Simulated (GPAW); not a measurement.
# GaAs (F-43m) in GPAW: a series of runs, part 2 of 2

GPAW 26.7.0.

## 3. Equation of state, PBE

The input, run.py:

```python
from ase.eos import EquationOfState
from ase.io import Trajectory, read
from ase.units import GPa
from gpaw import GPAW

atoms = read('GaAs.cif')

traj = Trajectory('eos.traj', 'w')
volumes, energies = [], []
for x in [0.94, 0.96, 0.98, 1.0, 1.02, 1.04, 1.06]:
    a = atoms.copy()
    a.set_cell(atoms.cell * x**(1 / 3), scale_atoms=True)
    calc = GPAW(mode='lcao',
                h=0.18,
                basis='dz(dzp)',
                xc='PBE',
                kpts={'size': (8, 8, 8), 'gamma': True},
                occupations={'name': 'fermi-dirac', 'width': 0.05},
                convergence={'density': 1e-05, 'energy': 1e-05},
                maxiter=150,
                txt=f'eos-{x:.2f}.txt')
    a.calc = calc
    energies.append(a.get_potential_energy(force_consistent=True))
    volumes.append(a.get_volume())
    calc.write(f'eos-{x:.2f}.gpw')
    traj.write(a)
    print(f'{x:.2f} {volumes[-1]:10.4f} A^3 {energies[-1]:14.6f} eV', flush=True)

v0, e0, B = EquationOfState(volumes, energies, eos='birchmurnaghan').fit()
print(f'V0 = {v0:.4f} A^3, E0 = {e0:.6f} eV, B0 = {B / GPa:.2f} GPa')
```

The input, GaAs.cif:

```cif
data_GaAs
_cell_length_a 3.99776961
_cell_length_b 3.99776961
_cell_length_c 3.99776961
_cell_angle_alpha 60.00000000
_cell_angle_beta 60.00000000
_cell_angle_gamma 60.00000000
_space_group_name_H-M_alt 'P1'
_space_group_name_Hall 'P 1'
_space_group_IT_number 1
loop_
_space_group_symop_operation_xyz
'x,y,z'
loop_
_atom_site_label
_atom_site_type_symbol
_atom_site_symmetry_multiplicity
_atom_site_Wyckoff_symbol
_atom_site_fract_x
_atom_site_fract_y
_atom_site_fract_z
_atom_site_occupancy
As1 As 1 a 0.7500000000 0.7500000000 0.7500000000 1
Ga1 Ga 1 a 0.0000000000 0.0000000000 0.0000000000 1
```

Potentials or basis: GPAW PAW data sets (gpaw-data 1.2.1), lcao:dz(dzp).

The run is started by

```sh
$ OMP_NUM_THREADS=1 python run.py
```

Wall time 2 min (1 thread of Intel Xeon Platinum 8375C at 2.90GHz (Ice Lake), shared host); peak memory 0.24 GiB.

These settings aren't checked as converged: the numbers below hold their error.

What came out:

* Equilibrium volume: 23.97 Å³/atom (rough: see the caveat)
* Bulk modulus: 97 GPa (rough)

Caveat: the energies scatter about the fit; the fit is doubtful: noisy points or a state that changes with volume; the real-space grid adds noise to forces; the minimum lies outside the volumes run; the basis of atomic orbitals isn't converged, which shifts pressures, moduli and gaps.

## 4. Band structure, RPBE, spin-orbit coupling, no magnetisation

The input, run.py:

```python
import numpy as np
from ase import Atoms
from ase.dft.bandgap import bandgap
from ase.io import write
from ase.units import GPa
from gpaw import GPAW, PW
from gpaw.spinorbit import soc_eigenstates

atoms = Atoms(['As', 'Ga'],
              cell=[[0.0, 2.82685, 2.82685],
                    [2.82685, 0.0, 2.82685],
                    [2.82685, 2.82685, 0.0]],
              scaled_positions=[[0.75, 0.75, 0.75],
                                [0.0, 0.0, 0.0]],
              pbc=True)

calc = GPAW(mode=PW(600),
            xc='RPBE',
            kpts={'size': (8, 8, 8), 'gamma': True},
            occupations={'name': 'fermi-dirac', 'width': 0.05},
            nbands=11,
            convergence={'density': 1e-05, 'energy': 1e-05},
            maxiter=150,
            txt='gpaw.txt')
atoms.calc = calc
energy = atoms.get_potential_energy()
forces = atoms.get_forces()
stress = atoms.get_stress()
calc.write('gs.gpw')
write('result.traj', atoms)
print(f'Energy: {energy:.6f} eV')
print('Forces (eV/A):')
print(forces.round(4))
print('Stress (GPa):', (stress / GPa).round(3))
print('Fermi level:', round(calc.get_fermi_level(), 4), 'eV')
print(f'Gap: {bandgap(calc)[0]:.4f} eV, direct: {bandgap(calc, direct=True)[0]:.4f} eV')

path = atoms.cell.bandpath('GXWKGLUWLK,UX', npoints=100, eps=1e-4)
bs_calc = calc.fixed_density(kpts=path, symmetry='off', nbands=21,
                             convergence={'bands': 'CBM+6.0', 'eigenstates': 1e-6}, txt='bands.txt')
bs = bs_calc.band_structure()
bs.write('bs.json')
print(f'Gap on the path: {bandgap(bs_calc)[0]:.4f} eV')

soc = soc_eigenstates(bs_calc, theta=0, phi=0)
np.savetxt('soc_bands.dat', soc.eigenvalues(), fmt='%.4f')
mesh = soc_eigenstates('gs.gpw', theta=0, phi=0)
np.savetxt('soc_mesh.dat', mesh.eigenvalues(), fmt='%.4f')
print('Fermi level with spin-orbit coupling:', round(mesh.fermi_level, 4), 'eV')
```

Potentials or basis: the program's PAW data sets (release 1.2.1) made for this functional, pw.

The run is started by

```sh
$ OMP_NUM_THREADS=1 python run.py
```

Wall time 26 s (1 thread of Intel Xeon Platinum 8375C at 2.90GHz (Ice Lake), shared host); peak memory 0.28 GiB.

Results (log left out):

- Free energy: -7.5206 eV
- Pressure: 6.3 GPa
- Band gap on the k mesh: 0.59 eV, direct
- Band gap along the path: 0.59 eV, direct

Levels at the corners of the path, in eV from the valence-band top:
```
point  band 6  band 7  band 8  band 9  band 10  band 11
    Γ    0.00    0.00    0.00    0.59     0.59     3.56
    X   -2.82   -2.73   -2.73    1.46     1.46     1.64
    W   -3.58   -3.43   -3.39    4.48     4.67     4.71
    K   -3.91   -2.36   -2.35    1.95     1.95     4.59
    Γ    0.00    0.00    0.00    0.59     0.59     3.56
    L   -1.36   -1.14   -1.14    1.02     1.02     4.54
    U   -3.91   -2.36   -2.35    1.95     1.95     4.59
    W   -3.58   -3.43   -3.39    4.48     4.67     4.71
    L   -1.36   -1.14   -1.14    1.02     1.02     4.54
    K   -3.91   -2.36   -2.35    1.95     1.95     4.59
    U   -3.91   -2.36   -2.35    1.95     1.95     4.59
    X   -2.82   -2.73   -2.73    1.46     1.46     1.64
```

Caveat: spin-orbit coupling was added after a scalar SCF, so levels and gaps hold it while energy, forces, pressure and moments don't; this program's spin-orbit splittings come out too wide for heavy elements.

## 5. Band structure, PBEsol, spin-orbit coupling, no magnetisation

run.py: that of step 4 with these lines changed.

```diff
@@ -5,4 +5,6 @@
 from ase.units import GPa
-from gpaw import GPAW, PW
+from gpaw import GPAW, PW, setup_paths
 from gpaw.spinorbit import soc_eigenstates
+
+setup_paths.insert(0, '.')
 
@@ -17,3 +19,3 @@
 calc = GPAW(mode=PW(600),
-            xc='RPBE',
+            xc='PBEsol',
             kpts={'size': (8, 8, 8), 'gamma': True},
```

Potentials or basis: PAW data sets generated in the run's folder for this functional, pw.

The run is started by

```sh
$ gpaw-setup -f PBEsol As Ga
$ OMP_NUM_THREADS=1 python run.py
```

Wall time 27 s (1 thread of Intel Xeon Platinum 8375C at 2.90GHz (Ice Lake), shared host); peak memory 0.28 GiB.

The run converged. Its results:

```
Free energy             : -9.0515 eV
Pressure                : 1.3 GPa
Band gap on the k mesh  : 0.40 eV, direct
Band gap along the path : 0.40 eV, direct
```

Levels at the corners of the path, in eV from the valence-band top:
| point | band 5 | band 6 | band 7 | band 8 | band 9 | band 10 | band 11 | band 12 |
| --- | --- | --- | --- | --- | --- | --- | --- | --- |
| Γ | 0.00 | 0.00 | 0.00 | 0.00 | 0.40 | 0.40 | 3.49 | 3.49 |
| X | -2.84 | -2.84 | -2.76 | -2.76 | 1.24 | 1.24 | 1.48 | 1.48 |
| W | -3.77 | -3.64 | -3.50 | -3.46 | 4.39 | 4.53 | 4.59 | 4.61 |
| K | -4.05 | -3.99 | -2.38 | -2.38 | 1.77 | 1.77 | 4.46 | 4.52 |
| Γ | 0.00 | 0.00 | 0.00 | 0.00 | 0.40 | 0.40 | 3.49 | 3.49 |
| L | -1.37 | -1.37 | -1.15 | -1.15 | 0.85 | 0.85 | 4.46 | 4.46 |
| U | -4.05 | -3.99 | -2.38 | -2.38 | 1.77 | 1.77 | 4.46 | 4.52 |
| W | -3.77 | -3.64 | -3.50 | -3.46 | 4.39 | 4.53 | 4.59 | 4.61 |
| L | -1.37 | -1.37 | -1.15 | -1.15 | 0.85 | 0.85 | 4.46 | 4.46 |
| K | -4.05 | -3.99 | -2.38 | -2.38 | 1.77 | 1.77 | 4.46 | 4.52 |
| U | -4.05 | -3.99 | -2.38 | -2.38 | 1.77 | 1.77 | 4.46 | 4.52 |
| X | -2.84 | -2.84 | -2.76 | -2.76 | 1.24 | 1.24 | 1.48 | 1.48 |

Caveat: spin-orbit coupling was added after a scalar SCF, so levels and gaps hold it while energy, forces, pressure and moments don't; this program's spin-orbit splittings come out too wide for heavy elements.

## 6. Summary

```tsv
task	level	potentials or basis	spin	k mesh	cutoff (eV)	smearing	response ecut	response k mesh	response bands	kernels	coarser k mesh	gap on the mesh (eV)	pressure (GPa)
dielectric tensor	PBE	GPAW PAW data sets (gpaw-data 1.2.1), pw	off	7 × 7 × 7	450	fermi-dirac 0.001 eV	80 eV	21 × 21 × 21	24	["RPA", "LR0.1", "LR0.3"]	15 × 15 × 15	0.59	-
band structure	RPBE	the program's PAW data sets (release 1.2.1) made for this functional, pw	SOC, no magnetisation	8 × 8 × 8	600	fermi-dirac 0.05 eV	-	-	-	-	-	0.59	6.3
band structure	PBEsol	PAW data sets generated in the run's folder for this functional, pw	SOC, no magnetisation	8 × 8 × 8	600	fermi-dirac 0.05 eV	-	-	-	-	-	0.40	1.3
```

Alike in all rows: cell as given.

Caveats: spin-orbit coupling was added after a scalar SCF, so levels and gaps hold it while energy, forces, pressure and moments don't (some runs); this program's spin-orbit splittings come out too wide for heavy elements (some runs); the dielectric constant isn't converged in the k mesh (some runs); the gap is small at this level, which inflates the dielectric constant (some runs); the long-wavelength limit can be off by a per cent or two (some runs); an odd mesh through Γ misses points on the zone boundary, where band edges often lie (some runs).

Total energies depend on the potentials used, so only differences within one code and one set of settings carry meaning.

## 7. How close it comes

Step 2. The gap isn't set beside the deposited one, since this odd mesh misses points on the zone boundary. A measured high-frequency dielectric constant of GaAs is 10.89 (300 K; a printed reference work, textbook); the calculated 12.56 misses it by +15.3 %.

Step 4. Measured gap of GaAs: 1.418 eV (direct; 300 K; “Evidence of valence band perturbations in GaAsN/GaAs(001): A combined variable-angle spectroscopic ellipsometry and modulated photoreflectance investigation”, 2008, arxiv:0805.2212). This calculation gives 0.59 eV (-0.82 eV). 3 values of this kind are on record (1.412 to 1.51 eV); this one was drawn at random among those near their median, those with a stated uncertainty first. The value is that of RPBE, without temperature or zero-point motion. Semilocal functionals fall short of measured gaps as a rule.

Step 5. Against the measured gap of GaAs, 1.418 eV (direct; 300 K; “Evidence of valence band perturbations in GaAsN/GaAs(001): A combined variable-angle spectroscopic ellipsometry and modulated photoreflectance investigation”, 2008, arxiv:0805.2212), the calculated 0.40 eV is off by -1.02 eV. So large a miss can be the level of theory's own, or it may mean another phase, state or a wrong row. 3 values of this kind are on record (1.412 to 1.51 eV); this one was drawn at random among those near their median, those with a stated uncertainty first. The value is that of PBEsol, without temperature or zero-point motion. Semilocal functionals fall short of measured gaps as a rule.
